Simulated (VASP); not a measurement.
# MgH2 (Fm-3m) in VASP: equation of state, part 2 of 2

VASP 6.6.1. Earlier steps stand in the parts before.

## Step 3: Equation of state, PBE, 8.64 Å³/atom (volume scaled by 0.96)

The input, INCAR:

```
SYSTEM = MgH2
  ALGO = Normal
  EDIFF = 1E-7
  ENCUT = 520
  GGA = PE
  ISIF = 2
  ISMEAR = -1
  LASPH = .TRUE.
  LCHARG = .FALSE.
  LREAL = .FALSE.
  LWAVE = .FALSE.
  NBANDS = 9
  NELM = 100
  PREC = Accurate
  SIGMA = 0.05
```

The input, KPOINTS:

```
k-points
0
G
  10 10 10
  0 0 0
```

The input, POSCAR:

```
MgH2
1.0
    0.0000000000      2.3488866385      2.3488866385
    2.3488866385      0.0000000000      2.3488866385
    2.3488866385      2.3488866385      0.0000000000
Mg H
1 2
Direct
    0.0000000000      0.0000000000      0.0000000000
    0.2500000000      0.2500000000      0.2500000000
    0.7500000000      0.7500000000      0.7500000000
```

Potentials or basis: VASP PAW PBE potentials, release 64 (Mg, H).

Launch:

```
$ cat potpaw_PBE.64/Mg/POTCAR potpaw_PBE.64/H/POTCAR > POTCAR
$ mpirun -np 1 vasp_std > vasp.out
```

It took 17 s on 1 thread of Intel Xeon Platinum 8488C (Sapphire Rapids), shared host; peak memory 0.16 GiB.

It converged, with:

- Free energy: -8.4922 eV
- Pressure: 2.1 GPa
- Band gap on the k mesh: none (metal or under the smearing width)

## Step 4: Equation of state, PBE, 8.82 Å³/atom (volume scaled by 0.98)

The input, INCAR:

```
SYSTEM = MgH2
ALGO = Normal
EDIFF = 1E-7
ENCUT = 520
GGA = PE
ISIF = 2
ISMEAR = -1
LASPH = .True.
LCHARG = .False.
LREAL = .False.
LWAVE = .False.
NBANDS = 9
NELM = 80
PREC = Accurate
SIGMA = 0.05
```

The input, KPOINTS:

```
k-points
0
Gamma
  10 10 10
  0 0 0
```

The input, POSCAR:

```
MgH2
1.0
    0.0000000000      2.3650863686      2.3650863686
    2.3650863686      0.0000000000      2.3650863686
    2.3650863686      2.3650863686      0.0000000000
Mg H
1 2
Direct
    0.0000000000      0.0000000000      0.0000000000
    0.2500000000      0.2500000000      0.2500000000
    0.7500000000      0.7500000000      0.7500000000
```

Launch:

```
$ cat potpaw_PBE.64/Mg/POTCAR potpaw_PBE.64/H/POTCAR > POTCAR
$ mpirun -np 1 vasp_std > vasp.out
```

Run time: 18 s. Hardware: 1 thread of Intel Xeon Platinum 8488C (Sapphire Rapids), shared host; peak memory 0.16 GiB.

Results (log left out):

* Free energy: -8.4973 eV
* Pressure: 0.7 GPa
* Band gap on the k mesh: none (metal or under the smearing width)

## Step 5: Equation of state, PBE, 9.18 Å³/atom (volume scaled by 1.02)

The input, INCAR:

```
SYSTEM = MgH2
ALGO = Normal ; EDIFF = 1E-7
ENCUT = 520 ; GGA = PE
ISIF = 2 ; ISMEAR = -1
LASPH = .TRUE. ; LCHARG = .FALSE.
LREAL = .FALSE. ; LWAVE = .FALSE.
NBANDS = 9 ; NELM = 100
PREC = Accurate ; SIGMA = 0.05
```

The input, KPOINTS:

```
k-points
0
G
  10 10 10
  0 0 0
```

The input, POSCAR:

```
MgH2
1.0
    0.0000000000      2.3968362830      2.3968362830
    2.3968362830      0.0000000000      2.3968362830
    2.3968362830      2.3968362830      0.0000000000
Mg H
1 2
Direct
    0.0000000000      0.0000000000      0.0000000000
    0.2500000000      0.2500000000      0.2500000000
    0.7500000000      0.7500000000      0.7500000000
```

Launch:

```
$ cat potpaw_PBE.64/Mg/POTCAR potpaw_PBE.64/H/POTCAR > POTCAR
$ mpirun -np 1 vasp_std > vasp.out
```

It took 16 s on 1 thread of Intel Xeon Platinum 8488C (Sapphire Rapids), shared host; peak memory 0.15 GiB.

Results (log left out):

| Item | Value |
| --- | --- |
| Free energy | -8.4949 eV |
| Pressure | -1.6 GPa |
| Band gap on the k mesh | none (metal or under the smearing width) |

## Step 6: Equation of state, PBE, 9.36 Å³/atom (volume scaled by 1.04)

The input, INCAR:

```
SYSTEM = MgH2
  PREC = Accurate
  ENCUT = 520
  EDIFF = 1E-7
  ISMEAR = -1
  SIGMA = 0.05
  LREAL = .False.
  LASPH = .True.
  NELM = 60
  ALGO = Normal
  ISIF = 2
  LWAVE = .False.
  LCHARG = .False.
  GGA = PE
  NBANDS = 9
```

The input, KPOINTS:

```
regular mesh
0
Gamma
  10 10 10
  0 0 0
```

The input, POSCAR:

```
MgH2
1.0
    0.0000000000      2.4124005911      2.4124005911
    2.4124005911      0.0000000000      2.4124005911
    2.4124005911      2.4124005911      0.0000000000
Mg H
1 2
Direct
    0.0000000000      0.0000000000      0.0000000000
    0.2500000000      0.2500000000      0.2500000000
    0.7500000000      0.7500000000      0.7500000000
```

Potentials or basis: VASP PAW PBE potentials, release 64 (Mg, H).

Launch:

```
$ cat potpaw_PBE.64/Mg/POTCAR potpaw_PBE.64/H/POTCAR > POTCAR
$ mpirun -np 1 vasp_std > vasp.out
```

Wall time 18 s (1 thread of Intel Xeon Platinum 8488C (Sapphire Rapids), shared host); peak memory 0.16 GiB.

The run converged. Its results:

```yaml
Free_energy: -8.4881 eV
Pressure: -2.7 GPa
Band_gap_on_the_k_mesh: none (metal or under the smearing width)
```

## Step 7: Equation of state, PBE, 9.54 Å³/atom (volume scaled by 1.06)

The input, INCAR:

```
ALGO = Normal
EDIFF = 1E-7
ENCUT = 520
GGA = PE
ISIF = 2
ISMEAR = -1
LASPH = True
LCHARG = False
LREAL = False
LWAVE = False
NBANDS = 9
NELM = 60
PREC = Accurate
SIGMA = 0.05
```

The input, KPOINTS:

```
k-points
0
Gamma
  10 10 10
```

The input, POSCAR:

```
MgH2
1.0
    0.0000000000      2.4277666142      2.4277666142
    2.4277666142      0.0000000000      2.4277666142
    2.4277666142      2.4277666142      0.0000000000
Mg H
1 2
Direct
    0.0000000000      0.0000000000      0.0000000000
    0.2500000000      0.2500000000      0.2500000000
    0.7500000000      0.7500000000      0.7500000000
```

Potentials or basis: VASP PAW PBE potentials, release 64 (Mg, H).

Launch:

```
$ cat potpaw_PBE.64/Mg/POTCAR potpaw_PBE.64/H/POTCAR > POTCAR
$ mpirun -np 1 vasp_std > vasp.out
```

OUTCAR:

```text
EDIFF = 1E-7
   ENCUT = 520
   GGA = PE
   ISIF = 2
   ISMEAR = -1
   LASPH = True
   LREAL = False
   NELM = 60
   PREC = Accurate

 ion  position               nearest neighbor table
   1  0.000  0.000  0.000-   3 2.10   3 2.10   3 2.10   2 2.10   3 2.10   2 2.10   2 2.10   2 2.10

   2  0.250  0.250  0.250-   1 2.10   1 2.10   1 2.10   1 2.10
   3  0.750  0.750  0.750-   1 2.10   1 2.10   1 2.10   1 2.10

  LATTYP: Found a face centered cubic cell.
 ALAT       =     4.8555332284

  Lattice vectors:

[... 686 lines left out ...]
      7      15.3451      0.00000
      8      16.1959      0.00000
      9      19.0887      0.00000

 [... further k-points ...]
[... 5 lines left out ...]
  --------------------------------------------------------------------------------------
  -------------------------------------------------------------------------------------
  Total       -0.6418192     -0.6418192     -0.6418192      0.0000000      0.0000000     -0.0000000
  in kB      -35.9312640    -35.9312640    -35.9312640      0.0000000      0.0000000     -0.0000000
  external PRESSURE =     -35.9312640 kB  Pullay stress =       0.0000000 kB

 VOLUME and BASIS-vectors are now :
 -----------------------------------------------------------------------------
  energy-cutoff  :      520.00
  volume of cell :       28.62
      direct lattice vectors                 reciprocal lattice vectors
     0.000000000  2.427766614  2.427766614    -0.205950604  0.205950604  0.205950604
     2.427766614  0.000000000  2.427766614     0.205950604 -0.205950604  0.205950604
     2.427766614  2.427766614  0.000000000     0.205950604  0.205950604 -0.205950604

 POSITION                                       TOTAL-FORCE (eV/Angst)
 -----------------------------------------------------------------------------------
      0.00000      0.00000      0.00000         0.000000     -0.000000      0.000000
      1.21388      1.21388      1.21388         0.000000     -0.000000      0.000000
      3.64165      3.64165      3.64165        -0.000000      0.000000     -0.000000
 -----------------------------------------------------------------------------------
    total drift:                                0.000000      0.000000      0.000000

  FREE ENERGIE OF THE ION-ELECTRON SYSTEM (eV)
  ---------------------------------------------------
  free  energy   TOTEN  =        -8.4780672917 eV

  energy  without entropy=       -8.4764384580  energy(sigma->0) =       -8.47725287
```

stdout:

```text
POSCAR found type information on POSCAR MgH
 POSCAR found :  2 types and       3 ions
 scaLAPACK will be used
 LDA part: xc-table for (Slater+PW92), standard interpolation
 POSCAR, INCAR and KPOINTS ok, starting setup
 FFT: planning ... GRIDC
 FFT: planning ... GRID_SOFT
 FFT: planning ... GRID
 WAVECAR not read
 entering main loop
```

Wall time 15 s (1 thread of Intel Xeon Platinum 8488C (Sapphire Rapids), shared host); peak memory 0.16 GiB.

What came out:

```
Free energy            : -8.4781 eV
Pressure               : -3.6 GPa
Band gap on the k mesh : none (metal or under the smearing width)
```

## Step 8: Equation of state, PBE

This step only gathers the single runs of the series.

Results:

| Quantity | Value |
| --- | --- |
| Equilibrium volume | 8.94 Å³/atom |
| Bulk modulus | 60 GPa |
| Pressure derivative of the bulk modulus | 3.5 |

Energy against volume, from the lowest point:
```csv
volume (Å³/atom),energy (meV/atom)
8.460,5.25
8.640,1.97
8.820,0.27
9.000,0.00
9.180,1.05
9.360,3.31
9.540,6.67
```
